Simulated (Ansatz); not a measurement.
Cr under changes of volume

One of the cells (14.347 Å³/atom); the others are scaled copies at fixed shape and fractional positions:

```
CELL_PARAMETERS angstrom
2.73197 0.00000 0.00000
-1.36599 2.36596 0.00000
0.00000 0.00000 4.43921
ATOMIC_POSITIONS crystal
Cr 0.66667 0.33333 0.75000
Cr 0.33333 0.66667 0.25000
```

This isn't the form of Cr at room conditions, which is bcc.

```yaml
Program: Ansatz 0.2.0
Functional: LDA
Potentials_or_basis: Ansatz PAW
Cutoff: "420 eV (not typed: the program's choice for these potentials)"
k_mesh: 11 × 11 × 6
Occupations: fermi-dirac, width 0.05 eV
Spin: collinear spin, ferromagnetic start
Starting_moments: "[3.0, 3.0] μB"
```

```tsv
volume (Å³/atom)	energy over the lowest point (meV/atom)	pressure (GPa)	moment (μB per cell)
13.503	0.00	-35.2	0.30
13.784	63.43	-37.0	0.62
14.066	129.34	-38.3	1.11
14.347	196.80	-39.3	1.41
14.628	?	?	?
14.910	337.91	-41.2	1.74
```

Question: What does the run at 14.628 Å³/atom give?

Answer: Energy over the lowest point 266.39 meV/atom; pressure -40.3 GPa; moment 1.58 μB per cell.

Worked out: A Birch-Murnaghan fit of order 3 (a polynomial in V^(-2/3)) to the other rows has no minimum within the range. It gives 266.32 meV/atom at 14.628 Å³/atom, against the run's 266.39, and -dE/dV = -40.2 GPa, against -40.3. A parabola through the other rows of the moment, of slope 0.661 μB per Å³/atom there, gives 1.60 μB, against the run's 1.58.

Energies are extrapolated to zero smearing.

Caveats: the PAW data sets come from PBE, with cores solved anew for the run's functional, which leaves a small shift of forces and pressure; the starting moments weren't kept (some runs).
